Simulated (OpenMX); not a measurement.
Runs of OpenMX 3.8.5 on Re. The structure is hexagonal, space group P6_3/mmc (No. 194). The conventional cell has a = 2.761 Å, b = 2.761 Å, c = 4.458 Å, α = 90.00°, β = 90.00°, γ = 120.00°. Re (site symmetry -6m2) is surrounded by 12 Re at 2.74 to 2.76 Å. 

| task | level | potentials or basis | max SCF cycles | grid points, held for all volumes | pressure (GPa) | V0 of scaled cells (Å³/atom) | B0 (GPa) | largest force (eV/Å) |
| --- | --- | --- | --- | --- | --- | --- | --- | --- |
| band structure | PBE | OpenMX 2013 PBE set, Re7.0-s3p2d2f2, grid cutoff 400 Ry | 100 | - | (a) | - | - | 0.04 |
| equation of state | PBE | OpenMX 2013 PBE set, Re7.0-s3p2d2f1, fixed grid of 28 × 28 × 54 points | - | 28 × 28 × 54 | - | 14.94 | 372 | - |
| equation of state | LDA | OpenMX 2013 LDA set, Re7.0-s3p2d2f1, fixed grid of 28 × 28 × 54 points | - | 28 × 28 × 54 | - | (b) | 416 | - |
| single point | PBE | OpenMX 2013 PBE set, Re7.0-s3p2d2f1, grid cutoff 400 Ry | 100 | - | 5.9 | - | - | 0.04 |
| band structure | LDA | OpenMX 2013 LDA set, Re7.0-s3p2d2f1, grid cutoff 400 Ry | 100 | - | -10.1 | - | - | 0.04 |

Alike in all rows: no spin polarisation; cell as given; k mesh 11 × 11 × 7; smearing fermi-dirac 0.05 eV.

Problem. Fill in the values left out.

Solution. (a) 5.7; (b) 14.34.

Caveats: the basis of atomic orbitals isn't converged, which shifts pressures, moduli and gaps; volumes in these bases differ from converged ones by about 1 %, for some elements by several (some runs); the cell was scaled at fixed shape and fractional positions, which overstates the stiffness of a crystal with free parameters, most of all of layers and chains (some runs).

Not every run made on this cell is shown here.
